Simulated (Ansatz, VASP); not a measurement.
# CdTe in VASP and in Ansatz

```
Cd Te
1.0
     0.00000    2.77630    2.77630
     2.77630    0.00000    2.77630
     2.77630    2.77630    0.00000
Cd Te
1 1
Direct
  0.00000 0.00000 0.00000
  0.25000 0.25000 0.25000
```

Change from the starting cell: volume scaled by 0.65, crystal datasets.

Alike in both runs: task electric field gradients; functional PBE; k mesh 10 × 10 × 10; occupations fermi-dirac, width 0.05 eV; no spin polarisation.

```csv
,VASP,Ansatz
version,VASP 6.6.1,Ansatz 0.2.0
potentials or method,"VASP PAW PBE potentials, release 64 (Cd, Te), cutoff 520 eV","all-electron PAW with datasets made for the crystal, scalar-relativistic"
```

```tsv
	VASP	Ansatz	Ansatz less VASP
pressure (GPa)	65.7	65.0	-0.66
Vzz of the field gradient on the site that differs most (V/Å²)	0.0	0.0	0.00
```

Ansatz ran all-electron here, so the differences hold the error of VASP's frozen core and of both bases. Ansatz warned: «gradients_without_spin_orbit».

Caveats: the cell as given lies far from equilibrium; so large a pressure means that the cell lies far from this level's equilibrium, or that cutoff or potentials fall short (VASP). A k mesh can miss the band edges.
